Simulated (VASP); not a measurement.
# InPd (Pm-3m) in VASP: further runs, part 2 of 2

VASP 6.6.1.

## Step 5: Single point, r2SCAN

Input file INCAR:

```
  PREC = Accurate
  ENCUT = 350
  EDIFF = 1E-6
  ISMEAR = 0
  SIGMA = 0.15
  LREAL = F
  LASPH = T
  NELM = 100
  ALGO = Normal
  ISIF = 2
  LWAVE = F
  LCHARG = F
  METAGGA = R2SCAN
  LMIXTAU = T
  ADDGRID = F
```

Input file KPOINTS:

```
regular mesh
0
Gamma
  3 3 3
```

Input file POSCAR:

```
InPd
1.0
    3.2718847800      0.0000000000      0.0000000000
    0.0000000000      3.2718847800      0.0000000000
    0.0000000000      0.0000000000      3.2718847800
In Pd
1 1
Direct
    0.0076950000     -0.0345290000      0.0307480000
    0.5133770000      0.5169540000      0.5028010000
```

Potentials or basis: VASP PAW PBE potentials, release 64 (In_d, Pd).

Launch:

```bash
> cat potpaw_PBE.64/In_d/POTCAR potpaw_PBE.64/Pd/POTCAR > POTCAR
> mpirun -np 1 vasp_std > vasp.out
```

OUTCAR:

```text
PREC = Accurate
   ENCUT = 350
   EDIFF = 1E-6
   ISMEAR = 0
   LREAL = F
   LASPH = T
   NELM = 100
   ISIF = 2
   METAGGA = R2SCAN

 Found     14 irreducible k-points:

 Following reciprocal coordinates:
            Coordinates               Weight
  0.000000  0.000000  0.000000      1.000000
  0.333333  0.000000  0.000000      2.000000
  0.000000  0.333333  0.000000      2.000000
  0.000000  0.000000  0.333333      2.000000
  0.333333  0.333333  0.000000      2.000000
  0.000000  0.333333  0.333333      2.000000
   k-points           NKPTS =     14   k-points in BZ     NKDIM =     14   number of bands    NBANDS=     15
   number of dos      NEDOS =    301   number of ions     NIONS =      2
   total plane-waves  NPLWV =   8000
   dimension x,y,z NGX =    20 NGY =   20 NGZ =   20
   dimension x,y,z NGXF=    40 NGYF=   40 NGZF=   40
   ions per type =               1   1
   NGX,Y,Z   is equivalent  to a cutoff of  10.16, 10.16, 10.16 a.u.
   NGXF,Y,Z  is equivalent  to a cutoff of  20.32, 20.32, 20.32 a.u.
 SYSTEM =  unknown system
   PREC   = accura    normal or accurate (medium, high low for compatibility)
   ISTART =      0    job   : 0-new  1-cont  2-samecut
   ICHARG =      2    charge: 1-file 2-atom 10-const
   ISPIN  =      1    spin polarized calculation?
   LNONCOLLINEAR =      F non collinear calculations
   LSORBIT =      F    spin-orbit coupling
   LASPH  =      T    aspherical Exc in radial PAW
   ENCUT  =  350.0 eV  25.72 Ry    5.07 a.u.   4.99  4.99  4.99*2*pi/ulx,y,z
   NELM   =    100;   NELMIN=  2; NELMDL= -5     # of ELM steps
   EDIFF  = 0.1E-05   stopping-criterion for ELM
   LREAL  =      F    real-space projection
   EDIFFG = 0.1E-04   stopping-criterion for IOM
   NSW    =      0    number of steps for IOM
   IBRION =     -1    ionic relax: 0-MD 1-quasi-New 2-CG
   NFREE  =      0    steps in history (QN), initial steepest desc. (CG)
   ISIF   =      2    stress and relaxation
   ISYM   =      2    0-nonsym 1-usesym 2-fastsym
   POTIM  = 0.5000    time-step for ionic-motion
   TEBEG  =    0.0;   TEEND  =   0.0 temperature during run
   PSTRESS=    0.0 pullay stress
   NELECT =      23.0000    total number of electrons
   NUPDOWN=      -1.0000    fix difference up-down
   EMIN   =  10.00;   EMAX   =-10.00  energy-range for DOS
   EFERMI =   0.00;   METHOD = LEGACY
[... 17 lines left out ...]
 Gauss-broadening in eV      SIGMA  =   0.15
  energy-cutoff  :      350.00
  volume of cell :       35.03
 maximum number of plane-waves:       525
   NGX =  9   NGY =  9   NGZ =  9

 number of electron      22.9999990 magnetization

 Free energy of the ion-electron system (eV)
  ---------------------------------------------------
  ext. energy  EPLUGINS =         0.00000000
  ---------------------------------------------------
  free energy    TOTEN  =       -46.39619171 eV

  energy without entropy =      -46.36047891  energy(sigma->0) =      -46.37833531

 E-fermi :  10.3248     XC(G=0): -13.2492

 val. band max:       10.2977040982   @ k =  -0.3333   0.0000   0.3333
 cond. band min:      12.4335617347   @ k =   0.0000   0.3333   0.3333
 fundamental gap:      2.1358576365
 Fermi energy:        10.3247562655

 k-point     1 :       0.0000    0.0000    0.0000
  band No.  band energies     occupation
      1      -5.1102      2.00000
      2      -5.1068      2.00000
      3      -4.7012      2.00000
      4      -4.6826      2.00000
      5      -4.6766      2.00000
      6      -0.0452      2.00000
      7       6.2515      2.00000
      8       6.2659      2.00000
      9       7.8503      2.00000
     10       7.8599      2.00000
     11       7.8633      2.00000
     12      14.9274      0.00000
     13      14.9663      0.00000
     14      15.0648      0.00000
[... 77 lines left out ...]
      2      -4.9369      2.00000
      3      -4.8122      2.00000
      4      -4.7663      2.00000
      5      -4.6401      2.00000
      6       3.1550      2.00000
      7       5.9409      2.00000
      8       6.9500      2.00000
      9       7.1392      2.00000
     10       7.2962      2.00000
     11       7.5383      2.00000
     12      10.2861      1.28452
     13      12.4336      0.00000
     14      16.8235      0.00000
     15      19.6452      0.00000

 [... further k-points ...]

------------------------ aborting loop because EDIFF is reached ----------------------------------------

  FORCE on cell =-STRESS in cart. coord.  units (eV):
  Direction    XX          YY          ZZ          XY          YZ          ZX
  --------------------------------------------------------------------------------------
  -------------------------------------------------------------------------------------
  Total        0.1801546      0.0317645      0.1313483      0.0681438     -0.3226089     -0.0403308
  in kB        8.2406593      1.4529761      6.0081525      3.1170435    -14.7568262     -1.8448168
  external PRESSURE =       5.2339293 kB  Pullay stress =       0.0000000 kB

 VOLUME and BASIS-vectors are now :
 -----------------------------------------------------------------------------
  energy-cutoff  :      350.00
  volume of cell :       35.03
      direct lattice vectors                 reciprocal lattice vectors
     3.271884780  0.000000000  0.000000000     0.305634234  0.000000000  0.000000000
     0.000000000  3.271884780  0.000000000     0.000000000  0.305634234  0.000000000
     0.000000000  0.000000000  3.271884780     0.000000000  0.000000000  0.305634234

 POSITION                                       TOTAL-FORCE (eV/Angst)
 -----------------------------------------------------------------------------------
      0.02518      3.15891      0.10060         0.092827      0.756462     -0.449668
      1.67971      1.69141      1.64511        -0.092827     -0.756462      0.449668
 -----------------------------------------------------------------------------------
    total drift:                               -0.003436      0.002877     -0.003322

  FREE ENERGIE OF THE ION-ELECTRON SYSTEM (eV)
  ---------------------------------------------------
  free  energy   TOTEN  =       -46.3961917105 eV

  energy  without entropy=      -46.3604789054  energy(sigma->0) =      -46.37833531
```

Run time: 12 s. Hardware: 1 thread of Intel Xeon 6975P-C (Granite Rapids), shared host; peak memory 0.12 GiB.

These settings aren't checked as converged: the numbers below hold their error.

What came out:

| Item | Value |
| --- | --- |
| Free energy | -46.3962 eV |
| Pressure | 0.5 GPa |
| Largest force | 0.885 eV/Å |
| Band gap on the k mesh | none (metal or under the smearing width) |

Caveat: the k mesh is coarse (spacing up to 0.64 Å⁻¹), so the values aren't converged; the PAW data sets were made with another functional, which shifts forces and pressure a little.

## Step 6: Single point, r2SCAN

INCAR, as its differences from that of step 5:

```diff
@@ -1,3 +1,3 @@
   PREC = Accurate
-  ENCUT = 350
+  ENCUT = 400
   EDIFF = 1E-6
```

KPOINTS is that of step 5.

Input file POSCAR:

```
InPd
1.0
    3.2718847800      0.0000000000      0.0000000000
    0.0000000000      3.2718847800      0.0000000000
    0.0000000000      0.0000000000      3.2718847800
In Pd
1 1
Direct
    0.0000000000      0.0000000000      0.0000000000
    0.5000000000      0.5000000000      0.5000000000
```

Potentials or basis: VASP PAW PBE potentials, release 64 (In_d, Pd).

Launch:

```bash
> cat potpaw_PBE.64/In_d/POTCAR potpaw_PBE.64/Pd/POTCAR > POTCAR
> mpirun -np 1 vasp_std > vasp.out
```

OUTCAR:

```text
PREC = Accurate
   ENCUT = 400
   EDIFF = 1E-6
   ISMEAR = 0
   LREAL = F
   LASPH = T
   NELM = 100
   ISIF = 2
   METAGGA = R2SCAN

 Found      4 irreducible k-points:

 Following reciprocal coordinates:
            Coordinates               Weight
  0.000000  0.000000  0.000000      1.000000
  0.333333  0.000000  0.000000      6.000000
  0.333333  0.333333  0.000000     12.000000
  0.333333  0.333333  0.333333      8.000000
   k-points           NKPTS =      4   k-points in BZ     NKDIM =      4   number of bands    NBANDS=     15
   number of dos      NEDOS =    301   number of ions     NIONS =      2
   total plane-waves  NPLWV =  13824
   dimension x,y,z NGX =    24 NGY =   24 NGZ =   24
   dimension x,y,z NGXF=    48 NGYF=   48 NGZF=   48
   ions per type =               1   1
   NGX,Y,Z   is equivalent  to a cutoff of  12.19, 12.19, 12.19 a.u.
   NGXF,Y,Z  is equivalent  to a cutoff of  24.39, 24.39, 24.39 a.u.
 SYSTEM =  unknown system
   PREC   = accura    normal or accurate (medium, high low for compatibility)
   ISTART =      0    job   : 0-new  1-cont  2-samecut
   ICHARG =      2    charge: 1-file 2-atom 10-const
   ISPIN  =      1    spin polarized calculation?
   LNONCOLLINEAR =      F non collinear calculations
   LSORBIT =      F    spin-orbit coupling
   LASPH  =      T    aspherical Exc in radial PAW
   ENCUT  =  400.0 eV  29.40 Ry    5.42 a.u.   5.34  5.34  5.34*2*pi/ulx,y,z
   NELM   =    100;   NELMIN=  2; NELMDL= -5     # of ELM steps
   EDIFF  = 0.1E-05   stopping-criterion for ELM
   LREAL  =      F    real-space projection
   EDIFFG = 0.1E-04   stopping-criterion for IOM
   NSW    =      0    number of steps for IOM
   IBRION =     -1    ionic relax: 0-MD 1-quasi-New 2-CG
   NFREE  =      0    steps in history (QN), initial steepest desc. (CG)
   ISIF   =      2    stress and relaxation
   ISYM   =      2    0-nonsym 1-usesym 2-fastsym
   POTIM  = 0.5000    time-step for ionic-motion
   TEBEG  =    0.0;   TEEND  =   0.0 temperature during run
   PSTRESS=    0.0 pullay stress
   NELECT =      23.0000    total number of electrons
   NUPDOWN=      -1.0000    fix difference up-down
   EMIN   =  10.00;   EMAX   =-10.00  energy-range for DOS
   EFERMI =   0.00;   METHOD = LEGACY
   ISMEAR =     0;   SIGMA  =   0.15  broadening in eV -4-tet -1-fermi 0-gaus
   EFERMI_NEDOS =   21; number of points for ismear=-14 and -15
   IALGO  =     38    algorithm
   IMIX   =      4    mixing-type and parameters
     AMIX     =   0.40;   BMIX     =  1.00
     AMIX_MAG =   1.60;   BMIX_MAG =  1.00
  volume/ion in A,a.u.               =      17.51       118.18
  Fermi-wavevector in a.u.,A,eV,Ry     =   1.422938  2.688964 27.548447  2.024754
  Thomas-Fermi vector in A             =   2.543589
   LORBIT       =      0    0 simple, 1 ext, 2 COOP (PROOUT), +10 PAW based schemes
   METAGGA = R2SCAN    functional components
   LHFCALC =     F    Hartree Fock is set to
   AEXX    =    0.0000 exact exchange contribution
   IVDW    =     0    specifies the selected vdW correction
   LEPSILON=     F    determine dielectric tensor
   LRPA    =     F    only Hartree local field effects (RPA)
 non-spin polarized calculation
 Gauss-broadening in eV      SIGMA  =   0.15
  energy-cutoff  :      400.00
  volume of cell :       35.03
 maximum number of plane-waves:       639
 NGX is ok and might be reduce to    24
   NGX = 11   NGY = 11   NGZ = 11

 number of electron      22.9999997 magnetization

 Free energy of the ion-electron system (eV)
  ---------------------------------------------------
  ext. energy  EPLUGINS =         0.00000000
  ---------------------------------------------------
  free energy    TOTEN  =       -46.47466015 eV

  energy without entropy =      -46.43890920  energy(sigma->0) =      -46.45678468

 E-fermi :  10.3056     XC(G=0): -13.2611

 val. band max:       10.2718214335   @ k =   0.3333   0.3333   0.0000
 cond. band min:      12.4862977393   @ k =   0.3333   0.3333   0.0000
 fundamental gap:      2.2144763058
 Fermi energy:        10.3056182939

 k-point     1 :       0.0000    0.0000    0.0000
  band No.  band energies     occupation
      1      -5.1168      2.00000
      2      -5.1168      2.00000
      3      -4.6946      2.00000
      4      -4.6946      2.00000
      5      -4.6946      2.00000
      6      -0.0483      2.00000
      7       6.3005      2.00000
      8       6.3005      2.00000
      9       7.8940      2.00000
     10       7.8940      2.00000
     11       7.8940      2.00000
     12      14.9015      0.00000
     13      14.9015      0.00000
     14      14.9015      0.00000
     15      20.5285      0.00000

 k-point     2 :       0.3333    0.0000    0.0000
  band No.  band energies     occupation
      1      -5.0704      2.00000
      2      -4.8427      2.00000
      3      -4.7781      2.00000
      4      -4.7781      2.00000
      5      -4.6693      2.00000
      6       1.7698      2.00000
      7       5.8759      2.00000
      8       6.3191      2.00000
      9       7.1027      2.00000
     10       7.1027      2.00000
     11       7.8384      2.00000
     12       9.7807      2.00000
     13      17.9755      0.00000
     14      17.9755      0.00000
     15      20.8055      0.00000

 k-point     3 :       0.3333    0.3333    0.0000
  band No.  band energies     occupation
      1      -4.9583      2.00000
      2      -4.9466      2.00000
      3      -4.8044      2.00000
      4      -4.7807      2.00000
      5      -4.6482      2.00000
      6       3.1558      2.00000
      7       5.9588      2.00000
      8       7.0085      2.00000
      9       7.0782      2.00000
     10       7.3193      2.00000
     11       7.5632      2.00000
     12      10.2718      1.25000
     13      12.4863      0.00000
     14      16.8191      0.00000
     15      19.6091      0.00000

 k-point     4 :       0.3333    0.3333    0.3333
  band No.  band energies     occupation
      1      -4.9440      2.00000
      2      -4.9071      2.00000
      3      -4.9071      2.00000
      4      -4.6372      2.00000
      5      -4.6372      2.00000
      6       4.0359      2.00000
      7       5.9322      2.00000
      8       5.9322      2.00000
      9       7.7385      2.00000
     10       7.7385      2.00000
     11       8.6390      2.00000
     12      12.6142      0.00000
     13      13.0939      0.00000
     14      13.0939      0.00000
     15      17.5770      0.00000

------------------------ aborting loop because EDIFF is reached ----------------------------------------

  FORCE on cell =-STRESS in cart. coord.  units (eV):
  Direction    XX          YY          ZZ          XY          YZ          ZX
  --------------------------------------------------------------------------------------
  -------------------------------------------------------------------------------------
  Total       -0.1880202     -0.1880202     -0.1880202      0.0000000     -0.0000000      0.0000000
  in kB       -8.6004503     -8.6004503     -8.6004503      0.0000000     -0.0000000      0.0000000
  external PRESSURE =      -8.6004503 kB  Pullay stress =       0.0000000 kB

 VOLUME and BASIS-vectors are now :
 -----------------------------------------------------------------------------
  energy-cutoff  :      400.00
  volume of cell :       35.03
      direct lattice vectors                 reciprocal lattice vectors
     3.271884780  0.000000000  0.000000000     0.305634234  0.000000000  0.000000000
     0.000000000  3.271884780  0.000000000     0.000000000  0.305634234  0.000000000
     0.000000000  0.000000000  3.271884780     0.000000000  0.000000000  0.305634234

 POSITION                                       TOTAL-FORCE (eV/Angst)
 -----------------------------------------------------------------------------------
      0.00000      0.00000      0.00000         0.000000      0.000000      0.000000
      1.63594      1.63594      1.63594         0.000000      0.000000      0.000000
 -----------------------------------------------------------------------------------
    total drift:                                0.000000      0.000000     -0.000000

  FREE ENERGIE OF THE ION-ELECTRON SYSTEM (eV)
  ---------------------------------------------------
  free  energy   TOTEN  =       -46.4746601549 eV

  energy  without entropy=      -46.4389092000  energy(sigma->0) =      -46.45678468
```

It took 9.8 s on 1 thread of Intel Xeon 6975P-C (Granite Rapids), shared host; peak memory 0.13 GiB.

These settings aren't checked as converged: the numbers below hold their error.

Results:

```
Free energy            : -46.4747 eV
Pressure               : -0.9 GPa
Band gap on the k mesh : none (metal or under the smearing width)
```

Caveat: the k mesh is coarse (spacing up to 0.64 Å⁻¹), so the values aren't converged; the PAW data sets were made with another functional, which shifts forces and pressure a little.
